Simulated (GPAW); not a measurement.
Runs of GPAW 26.7.0 on Nb. It takes space group Im-3m (No. 229, cubic). Conventional cell: a = 3.328 Å, b = 3.328 Å, c = 3.328 Å, α = 90.00°, β = 90.00°, γ = 90.00°. Nb (site symmetry m-3m) has 8 Nb at 2.88 Å as nearest neighbours. 

```tsv
task	level	spin	k mesh	smearing	band path	band points	spin axis theta (degrees)	spin axis phi (degrees)	gap on the mesh (eV)	pressure (GPa)
band structure	r2SCAN	SOC, no magnetisation	8 × 8 × 8	fermi-dirac 0.05 eV	GHNGPH,PN	80	0	0	-	(a)
single point	PBE	off	11 × 11 × 11	gaussian 0.02 eV	-	-	-	-	none	-2.5
band structure	mBEEF	SOC, no magnetisation	11 × 11 × 11	fermi-dirac 0.05 eV	GHNGPH,PN	80	54.7	45	-	-7.6
single point	PBE	off	11 × 11 × 11	gaussian 0.025 eV	-	-	-	-	none	-2.5
single point	PBE	off	11 × 11 × 11	gaussian 0.018 eV	-	-	-	-	none	-2.5
```

Alike in all rows: potentials or basis GPAW PAW data sets (gpaw-data 1.2.1), pw; cell as given; cutoff (eV) 600.

**Question.** Fill in the values left out.

**Answer.** (a) -3.7.

Caveats: spin-orbit coupling was added after a scalar SCF, so levels and gaps hold it while energy, forces, pressure and moments don't (some runs); this program's spin-orbit splittings come out too wide for heavy elements (some runs); the PAW data sets were made with another functional, which shifts forces and pressure a little (some runs).

A k mesh can miss the band edges, and rows without SOC leave out spin-orbit coupling on Nb.

A gap of «none» marks a metal or a gap under the smearing width.
